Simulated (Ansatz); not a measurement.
**Cobalt, bcc under PBEsol: ground state and equation of state, part 1 of 2**

Aim: take cobalt in the bcc structure, relax it, solve it on a dense k-mesh, then scale the cell to 7 volumes from 88 to 112 % of the relaxed one and try a fit of the equation of state. Spin polarisation is left out, though the real metal is magnetic, so this state lies above the ground state. The k-meshes are 16×16×16 for the relaxation; 26×26×26 for the dense run; 26×26×26 for the volumes.

This is Co in the bcc structure; at room conditions it is hcp.

Program: Ansatz 0.2.0. Level of theory: DFT PBEsol, plane waves (420 eV) with PAW, scalar-relativistic; PBE-made PAW files. These are calculated values, not measurements.

**1. Starting point**

The structure is cubic, space group Im-3m (No. 229). Conventional cell: a = 2.808 Å, b = 2.808 Å, c = 2.808 Å, α = 90.00°, β = 90.00°, γ = 90.00°. Around Co (site symmetry m-3m) lie 8 Co at 2.43 Å.

Coordinates:

```
Co
1.0
    -1.40414    1.40414    1.40414
     1.40414   -1.40414    1.40414
     1.40414    1.40414   -1.40414
Co
1
Direct
  0.00000 0.00000 0.00000
```

**2. Geometry optimisation**

Contents of input.yaml:

```yaml
crystal:
  lattice:
    - [-1.4041371717, 1.4041371717, 1.4041371717]
    - [1.4041371717, -1.4041371717, 1.4041371717]
    - [1.4041371717, 1.4041371717, -1.4041371717]
  atoms:
    - { symbol: Co, position: [0.0, 0.0, 0.0] }
hamiltonian:
  xc: pbesol
  pseudopotentials:
    kind: paw
    azcp:
      Co: "pseudopotentials/Co.paw.azcp"
basis:
  ecutwfc: 420
  fft_grid_basis: typed
kpoints:
  mp_grid: { grid: [16, 16, 16], shift: [0, 0, 0] }
magnetization:
  spin_polarized: false
scf:
  occupations: { method: fermi_dirac, width: 0.1 }
relax:
  max_steps: 60
  f_tol: 0.01
  cell: {}
```

The log of the run:

```text
Warning: <dir> the record states the generating functional pbe (its physics header spells it `PBE`), which answers neither for hamiltonian.xc's functional nor for the pbesol family's — results may be inconsistent (PPs are generated against a specific XC)
Warning: RAYON_NUM_THREADS=2 ignored (pool sized by the plan → 2); use --threads N
Engine: ansatz 0.2.0, aarch64-unknown-linux-gnu
Pseudopotentials: kind: paw
Pseudopotential: Co, paw, valence charge 17, recommended cutoff 420 eV (normal), <dir>
Functional definition: PBEsol
  exchange = pbesol_x
  correlation = pbesol_c
Crystal: 1 atoms, lattice volume = 11.074 Å³
Basis set: ecut = 420 eV, 225 PW (Γ), exchange–correlation on 36×36×36 points (8 copies of the dense FFT grid, shifted against one another)
Bands: 13, of which v1, the nominal top of the filled ones, is band 9 counted from 1 (8 counted from 0)
Symmetry: 48 space group operations
Space group: Im-3m (ITA 229), of the structure as read, at distance tolerance 2.2e-5 Å
k-points: 145 of 4096
Non-local potential: Co, projectors of the file, l = 0: 3, l = 1: 2, l = 2: 3, l = 3: 1
PAW form: soft (Blöchl's): semilocal exchange-correlation on the pseudo side does not see the compensation charge
PAW frozen core: Co, regenerated for the run's functional, and the local potential with it (the file was generated under x = pbe(κ = 0.804, μ = 0.2195149727645171), c = pbe(β = 0.06672455060314922))
PAW one-centre angular grid: Co, 590 points (default); XC on 64 Gauss nodes
Initial density: superposition of atomic densities (neutral atoms: chi_scale 0, normalization atom), corrected by the library's trained network
Initial wavefunctions: pseudopotential atomic-orbital guess
Functional: x = pbesol(κ = 0.804, μ = 0.12345679012345678), c = pbesol(β = 0.046)
SCF iter   1: F=—  HF=-5092.575015 eV  |F-HF|=—  |Δ(HF+E_count)|=         —  Δρ=2.28e-2  dr2=2.97e-2  ethr=1.77e-3  ⟨swp⟩=5.1  Hψ=9411  notcnv=0
preconditioner: auto → none  [metal: Δε(μ)=0.012 eV  Ē_g=13.109 eV  σ=0.100 eV  W_gap=0.03  n_scr=0 (ndim 8)  ℏωp=33.5 eV  f_vac=0.000  D(μ)=3.74/eV (n_scr^D=86)]
SCF iter   2: F=—  HF=-5092.569418 eV  |F-HF|=—  |Δ(HF+E_count)|=   5.60e-3  Δρ=3.17e-3  dr2=5.12e-4  ethr=1.75e-4  ⟨swp⟩=2.0  Hψ=3461  notcnv=0
SCF iter   3: F=—  HF=-5092.569553 eV  |F-HF|=—  |Δ(HF+E_count)|=   1.35e-4  Δρ=6.48e-4  dr2=1.51e-5  ethr=3.01e-6  ⟨swp⟩=2.5  Hψ=3086  notcnv=0
SCF iter   4: F=—  HF=-5092.569597 eV  |F-HF|=—  |Δ(HF+E_count)|=   4.44e-5  Δρ=1.30e-4  dr2=5.99e-7  ethr=8.91e-8  ⟨swp⟩=2.0  Hψ=3164  notcnv=0
iter 5 did not close the SCF: its close was put off for the readings that it lacked (scf_convergence_deferred on its scf_iter line)
SCF iter   5: F=-5092.569597 eV  HF=-5092.569597 eV  |F-HF|=1.72e-9  |Δ(HF+E_count)|=   6.75e-8  Δρ=9.15e-6  dr2=5.60e-9  ethr=3.53e-9  ⟨swp⟩=2.9  Hψ=3324  notcnv=0
SCF iter   6: F=-5092.569597 eV  HF=-5092.569597 eV  |F-HF|=1.18e-11  |Δ(HF+E_count)|=   3.11e-9  Δρ=9.80e-7  dr2=2.46e-11  ethr=3.30e-11  ⟨swp⟩=2.0  Hψ=5754  notcnv=0
SCF 1 converged in 6 iterations: F = -5092.569597 eV  dr2 = 2.46e-11
relax step   1: F+E_penalty+E_count = -5092.56959726 eV  Δ(F+E_penalty+E_count) = +0.000e0 eV  max|allowed force component| = 0.000e0 eV/Å  Δτ_max = 0.0000 Å  P = -19.308 GPa  Ω = 11.074 Å³  (6 SCF iters, dr2 threshold 1.00e-7 eV, accepted)
Crystal: 1 atoms, lattice volume = 10.510 Å³
Basis set: ecut = 420 eV, 201 PW (Γ), exchange–correlation on 36×36×36 points (8 copies of the dense FFT grid, shifted against one another)
Initial density: handed on by an earlier stage of this run
Initial wavefunctions: those handed on with the density
iter 1 solved again at ethr=6.50e-5 eV; its pass at ethr=3.10e-3 eV (dr2=1.10e-2 eV) is discarded
SCF iter   1: F=—  HF=-5092.623084 eV  |F-HF|=—  |Δ(HF+E_count)|=         —  Δρ=1.30e-2  dr2=1.12e-2  ethr=6.50e-5  ⟨swp⟩=1.0  Hψ=12677  notcnv=0
preconditioner: auto → none  [metal: Δε(μ)=0.013 eV  Ē_g=13.681 eV  σ=0.100 eV  W_gap=0.03  n_scr=0 (ndim 8)  ℏωp=34.4 eV  f_vac=0.000  D(μ)=3.54/eV (n_scr^D=78)]
SCF iter   2: F=—  HF=-5092.620847 eV  |F-HF|=—  |Δ(HF+E_count)|=   2.24e-3  Δρ=1.73e-3  dr2=2.30e-4  ethr=6.50e-5  ⟨swp⟩=1.8  Hψ=2350  notcnv=0
SCF iter   3: F=—  HF=-5092.620807 eV  |F-HF|=—  |Δ(HF+E_count)|=   3.98e-5  Δρ=4.52e-4  dr2=5.61e-6  ethr=1.35e-6  ⟨swp⟩=2.5  Hψ=2744  notcnv=0
SCF iter   4: F=—  HF=-5092.620805 eV  |F-HF|=—  |Δ(HF+E_count)|=   2.91e-6  Δρ=1.08e-4  dr2=2.44e-7  ethr=3.30e-8  ⟨swp⟩=2.0  Hψ=2760  notcnv=0
iter 5 did not close the SCF: its close was put off for the readings that it lacked (scf_convergence_deferred on its scf_iter line)
SCF iter   5: F=-5092.620805 eV  HF=-5092.620805 eV  |F-HF|=8.71e-9  |Δ(HF+E_count)|=   6.09e-7  Δρ=2.35e-5  dr2=1.15e-8  ethr=1.43e-9  ⟨swp⟩=2.0  Hψ=3164  notcnv=0
SCF iter   6: F=-5092.620805 eV  HF=-5092.620805 eV  |F-HF|=4.64e-11  |Δ(HF+E_count)|=   9.60e-9  Δρ=2.35e-6  dr2=1.08e-10  ethr=6.78e-11  ⟨swp⟩=2.9  Hψ=5888  notcnv=0
SCF 2 converged in 6 iterations: F = -5092.620805 eV  dr2 = 1.08e-10
relax step   2: F+E_penalty+E_count = -5092.62080512 eV  Δ(F+E_penalty+E_count) = -5.121e-2 eV  max|allowed force component| = 0.000e0 eV/Å  Δτ_max = 0.0000 Å  P = -8.939 GPa  Ω = 10.510 Å³  energy of the carried Pulay correction = +5.844e-4 eV  (6 SCF iters, dr2 threshold 1.00e-7 eV, accepted)
Crystal: 1 atoms, lattice volume = 10.069 Å³
iter 1 solved again at ethr=3.76e-5 eV; its pass at ethr=3.10e-3 eV (dr2=6.40e-3 eV) is discarded
SCF iter   1: F=—  HF=-5092.633023 eV  |F-HF|=—  |Δ(HF+E_count)|=         —  Δρ=1.01e-2  dr2=6.51e-3  ethr=3.76e-5  ⟨swp⟩=1.0  Hψ=12691  notcnv=0
preconditioner: auto → none  [metal: Δε(μ)=0.005 eV  Ē_g=14.141 eV  σ=0.100 eV  W_gap=0.01  n_scr=0 (ndim 8)  ℏωp=35.1 eV  f_vac=0.000  D(μ)=3.37/eV (n_scr^D=78)]
SCF iter   2: F=—  HF=-5092.631722 eV  |F-HF|=—  |Δ(HF+E_count)|=   1.30e-3  Δρ=1.30e-3  dr2=1.20e-4  ethr=3.76e-5  ⟨swp⟩=1.9  Hψ=2360  notcnv=0
SCF iter   3: F=—  HF=-5092.631704 eV  |F-HF|=—  |Δ(HF+E_count)|=   1.77e-5  Δρ=3.89e-4  dr2=3.53e-6  ethr=7.05e-7  ⟨swp⟩=2.0  Hψ=2525  notcnv=0
SCF iter   4: F=—  HF=-5092.631720 eV  |F-HF|=—  |Δ(HF+E_count)|=   1.59e-5  Δρ=1.15e-4  dr2=5.08e-7  ethr=2.08e-8  ⟨swp⟩=2.0  Hψ=3189  notcnv=0
iter 5 did not close the SCF: its close was put off for the readings that it lacked (scf_convergence_deferred on its scf_iter line)
SCF iter   5: F=-5092.631721 eV  HF=-5092.631721 eV  |F-HF|=3.62e-9  |Δ(HF+E_count)|=   3.40e-7  Δρ=1.49e-5  dr2=7.85e-9  ethr=2.99e-9  ⟨swp⟩=2.0  Hψ=2035  notcnv=0
SCF iter   6: F=-5092.631721 eV  HF=-5092.631721 eV  |F-HF|=1.00e-11  |Δ(HF+E_count)|=   4.29e-9  Δρ=4.64e-7  dr2=4.71e-12  ethr=4.62e-11  ⟨swp⟩=2.3  Hψ=5887  notcnv=0
SCF 3 converged in 6 iterations: F = -5092.631721 eV  dr2 = 4.71e-12
relax step   3: F+E_penalty+E_count = -5092.63172060 eV  Δ(F+E_penalty+E_count) = -1.092e-2 eV  max|allowed force component| = 0.000e0 eV/Å  Δτ_max = 0.0000 Å  P = +1.809 GPa  Ω = 10.069 Å³  energy of the carried Pulay correction = +1.064e-3 eV  (6 SCF iters, dr2 threshold 1.00e-7 eV, accepted)
[... 12 lines left out ...]
relax step   4: F+E_penalty+E_count = -5092.63201567 eV  Δ(F+E_penalty+E_count) = -2.951e-4 eV  max|allowed force component| = 0.000e0 eV/Å  Δτ_max = 0.0000 Å  P = -0.123 GPa  Ω = 10.140 Å³  energy of the carried Pulay correction = +9.849e-4 eV  (6 SCF iters, dr2 threshold 1.00e-7 eV, accepted)
[... 14 lines left out ...]
relax step   5: F+E_penalty+E_count = -5092.63202254 eV  Δ(F+E_penalty+E_count) = -6.863e-6 eV  max|allowed force component| = 0.000e0 eV/Å  Δτ_max = 0.0000 Å  P = -0.001 GPa  Ω = 10.136 Å³  energy of the carried Pulay correction = +9.899e-4 eV  (6 SCF iters, dr2 threshold 3.80e-8 eV, accepted)
[... 10 lines left out ...]
relax step   6: F+E_penalty+E_count = -5092.63130581 eV  Δ(F+E_penalty+E_count) = +7.167e-4 eV  max|allowed force component| = 0.000e0 eV/Å  Δτ_max = 0.0000 Å  P = -0.056 GPa  Ω = 10.136 Å³  stress off target by 5.61e-2 GPa  SCF on the basis re-selected at this cell (its energy is not comparable with the rows above)  (6 SCF iters)
[... 15 lines left out ...]
relax step   7: F+E_penalty+E_count = -5092.63130862 eV  Δ(F+E_penalty+E_count) = -2.803e-6 eV  max|allowed force component| = 0.000e0 eV/Å  Δτ_max = 0.0000 Å  P = +0.000 GPa  Ω = 10.134 Å³  energy of the carried Pulay correction = +2.435e-6 eV  (6 SCF iters, dr2 threshold 7.87e-9 eV, accepted)
iter 1 solved again at ethr=1.08e-9 eV; its pass at ethr=3.10e-3 eV (dr2=1.84e-7 eV) is discarded
SCF iter   1: F=—  HF=-5092.631301 eV  |F-HF|=—  |Δ(HF+E_count)|=         —  Δρ=3.15e-6  dr2=1.89e-10  ethr=1.08e-9  ⟨swp⟩=4.2  Hψ=16117  notcnv=0
SCF iter   2: F=—  HF=-5092.631304 eV  |F-HF|=—  |Δ(HF+E_count)|=   2.96e-6  Δρ=1.37e-6  dr2=2.68e-11  ethr=1.11e-12  ⟨swp⟩=2.3  Hψ=3232  notcnv=0
SCF iter   3: F=—  HF=-5092.631304 eV  |F-HF|=—  |Δ(HF+E_count)|=  1.27e-11  Δρ=4.36e-7  dr2=1.04e-11  ethr=1.00e-12  ⟨swp⟩=1.8  Hψ=2909  notcnv=0
iter 4 did not close the SCF: its close was put off for the readings that it lacked (scf_convergence_deferred on its scf_iter line)
SCF iter   4: F=-5092.631304 eV  HF=-5092.631304 eV  |F-HF|=9.09e-13  |Δ(HF+E_count)|=  2.73e-12  Δρ=9.21e-8  dr2=5.01e-13  ethr=1.00e-12  ⟨swp⟩=1.0  Hψ=1885  notcnv=0
iter 5 did not close the SCF: its close was put off for the readings that it lacked (scf_convergence_deferred on its scf_iter line)
SCF iter   5: F=-5092.631304 eV  HF=-5092.631304 eV  |F-HF|=9.09e-13  |Δ(HF+E_count)|=  2.73e-12  Δρ=7.96e-9  dr2=2.02e-15  ethr=1.00e-12  ⟨swp⟩=1.0  Hψ=1885  notcnv=0
iter 6 did not close the SCF: its close was put off for the readings that it lacked (scf_convergence_deferred on its scf_iter line)
SCF iter   6: F=-5092.631304 eV  HF=-5092.631304 eV  |F-HF|=9.09e-13  |Δ(HF+E_count)|=  9.09e-13  Δρ=1.41e-9  dr2=1.03e-16  ethr=1.00e-12  ⟨swp⟩=1.0  Hψ=1885  notcnv=0
iter 7 did not close the SCF: its close was put off for the readings that it lacked (scf_convergence_deferred on its scf_iter line)
SCF iter   7: F=-5092.631304 eV  HF=-5092.631304 eV  |F-HF|=9.09e-13  |Δ(HF+E_count)|=  9.09e-13  Δρ=3.61e-10  dr2=7.50e-18  ethr=1.00e-12  ⟨swp⟩=1.0  Hψ=1885  notcnv=0
SCF iter   8: F=-5092.631304 eV  HF=-5092.631304 eV  |F-HF|=1.82e-12  |Δ(HF+E_count)|=  9.09e-13  Δρ=8.28e-11  dr2=3.33e-19  ethr=1.00e-12  ⟨swp⟩=1.3  Hψ=4486  notcnv=0
SCF 8 converged in 8 iterations: F = -5092.631304 eV  dr2 = 3.33e-19
relax step   8: F+E_penalty+E_count = -5092.63130350 eV  Δ(F+E_penalty+E_count) = +5.114e-6 eV  max|allowed force component| = 0.000e0 eV/Å  Δτ_max = 0.0000 Å  P = +0.001 GPa  Ω = 10.134 Å³  stress off target by 5.66e-4 GPa  SCF on the basis re-selected at this cell (its energy is not comparable with the rows above)  (8 SCF iters)
basis re-selected at this cell: Δ(F+E_penalty+E_count) = +5.114e-6 eV, ΔP = +0.000 GPa vs the last step (what re-selecting the basis moved, of the pressure what is left beyond the Pulay correction that the steps carried, after the strain that the cell walked since its last selection, with what the two solves' SCF thresholds leave and, on support functions, any second-order correction that the steps lacked; it is no measure of the basis error at this ecutwfc). This SCF's stress stands 5.66e-4 GPa from its target on what of the cell is left free (relax.cell.stress_tol is 5.00e-2 GPa) and its largest allowed force component is 0.00e0 eV/Å (relax.f_tol is 1.00e-2 eV/Å): within both
SCF converged after 8 iterations
Free energy (F): -5092.631304 eV
Harris-Foulkes:  -5092.631304 eV  (|F-HF|=1.82e-12)
Internal energy: -5092.523866 eV  (E = F + TS)
E sigma→0 (E₀):  -5092.577585 eV
Entropy (-TS):   -0.107438 eV (-107.438 meV/atom)
Fermi energy:    19.981867 eV
--- Per-component energies (eV) ---
  E_band       = -219.247121
  E_kinetic    = 456.150458
  E_local      = -2734.227738  (includes V_loc(G=0)·N_el)
  E_nonlocal   = 455.734494
  E_hartree    = 1147.911529
  E_xc         = -158.415564
  E_vxc        = -205.408478  (∫ρ·V_xc dr)
  E_paw        = -1482.509859  (= ΣΔE_a)
  E_vpaw       = -487.318976  (= ΣTr[D̂ρ^β])
  E_aug_tail   = 0.000062  (compensation charges beyond the density's cutoff)
  E_ewald      = -2777.355667
  E_core_change = 0.188419  (= ΣΔE_core)
  E_smearing   = -0.107438  (= −TS)
  E_closure    = 0.000000  (closes the sum)
  Σ components = -5092.631304   (vs F -5092.631304, Δ=0.00e0)
--- Forces (eV/Å), atoms counted from 1 ---
  atom   1  Co    -0.00000000     0.00000000    -0.00000000
  max |Σ_I F_I| component: 2.34e-31 eV/Å
--- Stress (GPa, compression-positive) ---
        0.000566       0.000000       0.000000
        0.000000       0.000566       0.000000
       -0.000000       0.000000       0.000566
  P = ⅓ Tr σ = 0.0006 GPa (0.006 kbar)
--- Relaxed structure (6 steps of the walk, 6 accepted, 2 SCFs on fresh bases) ---
  F+E_penalty+E_count = -5092.63130350 eV   max|allowed force component| = 0.000e0 eV/Å   (the final SCF, on the basis selected at the relaxed cell)
  cell:  # Å, volume = 10.1336 Å³
    - [-1.3632266509960842, 1.3632266509960842, 1.3632266509960842]
    - [1.3632266509960842, -1.3632266509960842, 1.3632266509960842]
    - [1.3632266509960842, 1.3632266509960842, -1.3632266509960842]
  atoms:
    - { symbol: Co, position: [0.0, 0.0, 0.0] }
```

Wall time 6.6 s (2 threads of an Arm CPU, shared host); peak memory 0.29 GiB.

The walk, from the log:

```csv
step,energy change (meV/atom),largest force (eV/Å),pressure (GPa),volume (Å³/atom)
1,0.00,0.0000,-19.31,11.074
2,-51.21,0.0000,-8.94,10.510
3,-62.12,0.0000,1.81,10.069
4,-62.42,0.0000,-0.12,10.140
5,-62.43,0.0000,0.00,10.136
6,-61.71,0.0000,-0.06,10.136
7,-61.71,0.0000,0.00,10.134
8,-61.71,0.0000,0.00,10.134
```

Steps that repeat a cell are solved on a basis chosen anew, so their changes of energy are no gain of the relaxation.

Changes in the cell that was computed:

|  | before | after | change |
| --- | --- | --- | --- |
| a (Å) | 2.432 | 2.361 | -2.9 % |
| b (Å) | 2.432 | 2.361 | -2.9 % |
| c (Å) | 2.432 | 2.361 | -2.9 % |
| volume (Å³/atom) | 11.074 | 10.134 | -8.5 % |
| shortest distance (Å) | 2.432 | 2.361 | -2.9 % |
| space group (spins left aside) | Im-3m | Im-3m | same |

**3. Single point on a dense mesh**

Contents of input.yaml:

```yaml
crystal:
  lattice:
    - [-1.363226651, 1.363226651, 1.363226651]
    - [1.363226651, -1.363226651, 1.363226651]
    - [1.363226651, 1.363226651, -1.363226651]
  atoms:
    - { symbol: Co, position: [0.0, 0.0, 0.0] }
hamiltonian:
  xc: pbesol
  pseudopotentials:
    kind: paw
    azcp:
      Co: "pseudopotentials/Co.paw.azcp"
basis:
  ecutwfc: 420
  fft_grid_basis: typed
kpoints:
  mp_grid: { grid: [26, 26, 26], shift: [0, 0, 0] }
magnetization:
  spin_polarized: false
scf:
  occupations: { method: fermi_dirac, width: 0.1 }
```

The log of the run, shortened:

```text
Warning: <dir> the record states the generating functional pbe (its physics header spells it `PBE`), which answers neither for hamiltonian.xc's functional nor for the pbesol family's — results may be inconsistent (PPs are generated against a specific XC)
Warning: RAYON_NUM_THREADS=2 ignored (pool sized by the plan → 2); use --threads N
[...]
[... 3 set-up lines as earlier in the session ...]
[...]
Crystal: 1 atoms, lattice volume = 10.134 Å³
Basis set: ecut = 420 eV, 201 PW (Γ)
Bands: 13, of which v1, the nominal top of the filled ones, is band 9 counted from 1 (8 counted from 0)
[... 2 set-up lines as earlier in the session ...]
k-points: 511 of 17576
[...]
SCF iter   1: F=—  HF=-5092.636682 eV  |F-HF|=—  |Δ(HF+E_count)|=         —  Δρ=2.32e-2  dr2=2.69e-2  ethr=1.77e-3  ⟨swp⟩=5.0  Hψ=33237  notcnv=0
[...]
SCF iter   6: F=-5092.631277 eV  HF=-5092.631277 eV  |F-HF|=9.09e-13  |Δ(HF+E_count)|=   1.67e-9  Δρ=5.95e-7  dr2=1.32e-11  ethr=5.38e-11  ⟨swp⟩=1.1  Hψ=17467  notcnv=0
[...]
SCF converged after 6 iterations
Free energy (F): -5092.631277 eV
[...]
E sigma→0 (E₀):  -5092.577816 eV
Entropy (-TS):   -0.106923 eV (-106.923 meV/atom)
Fermi energy:    19.984776 eV
[...]
```

Wall time 2.3 s (2 threads of an Arm CPU, shared host); peak memory 0.33 GiB.

**4. At 88 % of the relaxed volume**

Edit input.yaml of step 3 so:

```diff
@@ -2,5 +2,5 @@
   lattice:
-    - [-1.363226651, 1.363226651, 1.363226651]
-    - [1.363226651, -1.363226651, 1.363226651]
-    - [1.363226651, 1.363226651, -1.363226651]
+    - [-1.3063582491, 1.3063582491, 1.3063582491]
+    - [1.3063582491, -1.3063582491, 1.3063582491]
+    - [1.3063582491, 1.3063582491, -1.3063582491]
   atoms:
@@ -22 +22,3 @@
   occupations: { method: fermi_dirac, width: 0.1 }
+output:
+  stress: true
```

The log of the run, shortened:

```text
Warning: <dir> the record states the generating functional pbe (its physics header spells it `PBE`), which answers neither for hamiltonian.xc's functional nor for the pbesol family's — results may be inconsistent (PPs are generated against a specific XC)
Warning: RAYON_NUM_THREADS=2 ignored (pool sized by the plan → 2); use --threads N
[...]
[... 3 set-up lines as earlier in the session ...]
[...]
Crystal: 1 atoms, lattice volume = 8.918 Å³
Basis set: ecut = 420 eV, 177 PW (Γ)
Bands: 13, of which v1, the nominal top of the filled ones, is band 9 counted from 1 (8 counted from 0)
[... 1 set-up line as earlier in the session ...]
Space group: Im-3m (ITA 229), of the structure as read, at distance tolerance 2.1e-5 Å
k-points: 511 of 17576
[...]
SCF iter   1: F=—  HF=-5092.483734 eV  |F-HF|=—  |Δ(HF+E_count)|=         —  Δρ=2.81e-2  dr2=3.39e-2  ethr=1.77e-3  ⟨swp⟩=5.0  Hψ=33150  notcnv=0
[...]
SCF iter   6: F=-5092.475489 eV  HF=-5092.475489 eV  |F-HF|=2.91e-11  |Δ(HF+E_count)|=   4.10e-9  Δρ=8.27e-7  dr2=3.33e-11  ethr=1.04e-10  ⟨swp⟩=2.3  Hψ=21009  notcnv=0
[...]
SCF converged after 6 iterations
Free energy (F): -5092.475489 eV
[...]
E sigma→0 (E₀):  -5092.429579 eV
Entropy (-TS):   -0.091820 eV (-91.820 meV/atom)
Fermi energy:    23.337824 eV
[...]
--- Stress (GPa, compression-positive) ---
       46.359876       0.000000       0.000000
        0.000000      46.359876       0.000000
       -0.000000      -0.000000      46.359876
  P = ⅓ Tr σ = 46.3599 GPa (463.599 kbar)
```

Run time: 2.5 s. Hardware: 2 threads of an Arm CPU, shared host; peak memory 0.34 GiB.

(Continued in part 2 of 2.)
